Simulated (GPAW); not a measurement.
# Zn (P6_3/mmc) in GPAW: single point with PBE

Aim: the single point of Zn with PBE.

All numbers are computed with GPAW 26.7.0; they aren't measurements. Logs are shortened: lines on timing, memory, paths and dates and some standing lists are left out, and cuts for length are marked. The log counts tension as positive stress, the text compression.

## 1. Starting point

It takes space group P6_3/mmc (No. 194, hexagonal). Conventional cell: a = 2.670 Å, b = 2.670 Å, c = 4.966 Å, α = 90.00°, β = 90.00°, γ = 120.00°. Zn (site symmetry -6m2) is surrounded by 12 Zn at 2.67 to 2.92 Å.

## 2. Single point, PBE

File run.py:

```python
from ase.dft.bandgap import bandgap
from ase.io import read, write
from ase.units import GPa
from gpaw import GPAW, PW

atoms = read('Zn.xyz')

calc = GPAW(mode=PW(500),
            xc='PBE',
            kpts={'size': (9, 9, 5), 'gamma': True},
            occupations={'name': 'fermi-dirac', 'width': 0.05},
            nbands=21,
            maxiter=120,
            txt='gpaw.txt')
atoms.calc = calc
energy = atoms.get_potential_energy()
forces = atoms.get_forces()
stress = atoms.get_stress()
calc.write('gs.gpw')
write('result.traj', atoms)
print(f'Energy: {energy:.6f} eV')
print('Forces (eV/A):')
print(forces.round(4))
print('Stress (GPa):', (stress / GPa).round(3))
print('Fermi level:', round(calc.get_fermi_level(), 4), 'eV')
print(f'Gap: {bandgap(calc)[0]:.4f} eV, direct: {bandgap(calc, direct=True)[0]:.4f} eV')
```

File Zn.xyz:

```xyz
2
Lattice="2.6700000000 0.0000000000 0.0000000000 -1.3350000000 2.3122878281 0.0000000000 0.0000000000 0.0000000000 4.9660000000" Properties=species:S:1:pos:R:3 pbc="T T T"
Zn     1.3350000001      0.7707626093      3.7245000000
Zn    -0.0000000001      1.5415252188      1.2415000000
```

Potentials or basis: GPAW PAW data sets (gpaw-data 1.2.1), pw.

Started as:

```bash
$ OMP_NUM_THREADS=1 python run.py
```

gpaw.txt:

```text
__  _  _
 | _ |_)|_||  |
 |__||  | ||/\| - 26.7.0

Input parameters:
  mode=PW(ecut=500.0),
  kpts=MonkhorstPack(size=(9, 9, 5), gamma=True),
  maxiter=120,
  nbands=21,
  occupations=Occupations(name='fermi-dirac', width=0.05),
  xc=XC(name='PBE')

Diagonalizing LCAO Hamiltonian
Converting LCAO to pw mode

          Zn

        Zn

Atoms  # Å, Bohr magnetons
|   | symbol |         x |        y |        z |    initial magnetic moments |
|---|--------|-----------|----------|----------|-----------------------------|
| 0 |     Zn |  1.335000 | 0.770763 | 3.724500 | ( 0.0000,  0.0000,  0.0000) |
| 1 |     Zn | -0.000000 | 1.541525 | 1.241500 | ( 0.0000,  0.0000,  0.0000) |

Unit cell  # Å
| periodic |         x |        y |        z |  lengths |     angles |
|----------|-----------|----------|----------|----------|------------|
|      yes |  2.670000 | 0.000000 | 0.000000 | 2.670000 |  90.000000 |
|      yes | -1.335000 | 2.312288 | 0.000000 | 2.670000 |  90.000000 |
|      yes |  0.000000 | 0.000000 | 4.966000 | 4.966000 | 120.000000 |

Number of symmetries: 12
Symmetry operations  # r_c * U_cc + t_c -> r_c
|    | kind |            matrix            |
|----|------|------------------------------|
|  0 |  σ   |  1, 1, 0,  0,-1, 0,  0, 0, 1 |
|  1 |  S6  |  1, 1, 0, -1, 0, 0,  0, 0,-1 |
|  2 |  E   |  1, 0, 0,  0, 1, 0,  0, 0, 1 |
|  3 |  C2  |  1, 0, 0, -1,-1, 0,  0, 0,-1 |
|  4 |  C2  |  0, 1, 0,  1, 0, 0,  0, 0,-1 |
|  5 |  C3  |  0, 1, 0, -1,-1, 0,  0, 0, 1 |
|  6 |  S6  |  0,-1, 0,  1, 1, 0,  0, 0,-1 |
|  7 |  σ   |  0,-1, 0, -1, 0, 0,  0, 0, 1 |
|  8 |  σ   | -1, 0, 0,  1, 1, 0,  0, 0, 1 |
|  9 |  i   | -1, 0, 0,  0,-1, 0,  0, 0,-1 |
| 10 |  C3  | -1,-1, 0,  1, 0, 0,  0, 0, 1 |
| 11 |  C2  | -1,-1, 0,  0, 1, 0,  0, 0,-1 |

BZ-sampling:
  Number of BZ points: 405
  Number of IBZ points: 50

  Monkhorst-Pack size: [9, 9, 5]
  Monkhorst-Pack shift: [0, 0, 0]

K-points  # in reciprocal-cell coordinates
|     |                                coordinates |     weight |
|-----|--------------------------------------------|------------|
|   0 | (  0.00000000,   0.00000000,   0.00000000) | 0.00246914 |
|   1 | (  0.00000000,   0.00000000,   0.20000000) | 0.00493827 |
|   2 | (  0.00000000,   0.00000000,   0.40000000) | 0.00493827 |
|   3 | (  0.11111111,   0.00000000,  -0.40000000) | 0.01481481 |
|   4 | (  0.11111111,   0.00000000,  -0.20000000) | 0.01481481 |
|   5 | (  0.11111111,   0.00000000,   0.00000000) | 0.01481481 |
|   6 | (  0.11111111,   0.00000000,   0.20000000) | 0.01481481 |
|   7 | (  0.11111111,   0.00000000,   0.40000000) | 0.01481481 |
|   8 | (  0.22222222,  -0.11111111,   0.00000000) | 0.01481481 |
|   9 | (  0.22222222,  -0.11111111,   0.20000000) | 0.02962963 |
| ... |                                            |            |
|  49 | (  0.44444444,   0.44444444,   0.40000000) | 0.02962963 |

Plane wave coefficients: 798
Cutoff: 500.0 eV

Spin-components: 1 (collinear spins)
Bands:           21
Projectors:      12
Spin-degeneracy: 2
Datatype:        complex128

Parallelization:
  kpt:    1
  domain: 1
  band:   1

Density:
  Valence electrons: 24.0
  Components: 1
  Grid points: [14 14 27]
  Charge: 0.0  # |e|

Potential:
  Grid points: [14 14 27]

species:
  Zn:
    name:    Zinc
    Z:       30.0
    valence: 12
    core:    18
    charge:  0.0  # [|e|]
    compensation charges:
      type: gauss
      rc: 0.37  # [Å]
      lmax: 2
    cutoffs:
      filter: 2.14  # [Å]
      core: 2.28  # [Å]
    projectors
    | kind |    occ | energy [eV] | rcut [Å] |
    |------|--------|-------------|----------|
    |   4s |  2.000 |      -5.977 |    1.286 |
    |   4p |  0.000 |      -1.117 |    1.270 |
    |   3d | 10.000 |     -10.142 |    1.180 |
    |    s |        |      21.234 |    1.286 |
    |    p |        |      26.095 |    1.270 |
    |    d |        |      17.070 |    1.180 |

    Using partial waves for Zn as LCAO basis

Reference energy: -97722.653306  # eV

eigensolver:
  PPCG
  Converge bands: occupied
  niter=2

density mixing:
  MSR1-Mixer
  Pratt-step length: 0.05
  Maximum mixing coefficient: 0.75
  Old densities: 10
  SVD Regularization: 0.005
  Good broyden scale: 1.0
  Trust region scale: 1.0
  Backstep threshold: 4.0
  History deletion threshold: 6.0
  Fourier metric: weight=20.0, sigma=0.015

occupation numbers:
  Fermi-Dirac:
    width: 0.0500  # eV

poisson solver:
  ecut: 4000.0  # eV

xc functional:
  name: PBE with 2 nearest neighbor stencil

convergence criteria:
- Maximum [total energy] change in last 3 cyles: 0.0005 eV / valence electron
- Maximum integral of absolute [dens]ity change: 0.0001 electrons / valence electron
- Maximum integral of absolute [eigenst]ate change: 4e-08 eV^2 / valence electron
maximum number of iterations: 120

SCF iterations
|iter     | |      energy | eigst |  dens |
|---------|-|-------------|-------|-------|
|iter:   1| |   -2.492172 | +0.07 |       |
|iter:   2| |   -2.443236 | -2.74 | -1.40 |
|iter:   3| |   -2.329627 | -1.75 | -1.45 |
|iter:   4| |   -2.334490 | -3.22 | -1.90 |
|iter:   5| |   -2.335551c| -3.21 | -2.26 |
|iter:   6| |   -2.335616c| -5.03 | -3.64 |
|iter:   7| |   -2.335628c| -5.81 | -3.77 |
|iter:   8| |   -2.335628c| -7.36 | -4.43c|
|iter:   9| |   -2.335628c| -8.01c| -4.87c|

Converged in 9 steps
Energy contributions relative to reference atoms: (reference = -97722.653306)

Energy contributions:
  Kinetic:          -3.227713
  Coulomb:           6.297572
  Zero:             -0.047730
  External:          0.000000
  Xc:               -5.352921
  Entropy:          -0.009671
  Spinorbit:         0.000000
  ----------------------------
  Free energy:      -2.340464
  Extrapolated:     -2.335628

dipole moment: (-0.000000, -0.000000, -0.000000)  # |e|*Ang

Fermi level: 6.863
Eigenvalues  # (at kpt = [0.000, 0.000, 0.000])
| band index |      eig [eV] | occ [0-2] |
|------------|---------------|-----------|
|          0 |        -3.750 |     2.000 |
|        ... |               |           |
|          5 |        -0.997 |     2.000 |
|          6 |        -0.997 |     2.000 |
|          7 |        -0.670 |     2.000 |
|          8 |        -0.670 |     2.000 |
|          9 |        -0.468 |     2.000 |
|         10 |        -0.468 |     2.000 |
[... 8 lines left out ...]
|         19 |        25.581 |     0.000 |
|         20 |        26.778 |     0.000 |

No gap
No difference between direct/indirect transitions

Forces  # eV/Ang
|        x |        y |        z |
|----------|----------|----------|
|  0.00000 | -0.00000 | -0.00007 |  # Zn   0
| -0.00000 |  0.00000 |  0.00007 |  # Zn   1

Stress tensor  # eV/Ang^3
|         x |         y |         z |
|-----------|-----------|-----------|
|  0.014686 | -0.000000 |  0.000000 |
| -0.000000 |  0.014686 |  0.000000 |
|  0.000000 |  0.000000 | -0.007160 |

# Writing to gs.gpw (mode='')
```

Wall time 12 s (1 thread of Arm Neoverse V2, shared host); peak memory 0.14 GiB.

What came out:

- Free energy: -2.3405 eV
- Pressure: -1.2 GPa
- Band gap on the k mesh: none (metal or under the smearing width)

Levels at points of the mesh, in eV from the Fermi level:
```
           k point  band 9  band 10  band 11  band 12  band 13  band 14  band 15  band 16
(0.00, 0.00, 0.00)   -7.53    -7.33    -7.33    -3.88    -3.33    13.15    16.67    17.03
```

Caveat: the cutoff is short for stress and forces, so pressures can be off by a GPa or more.
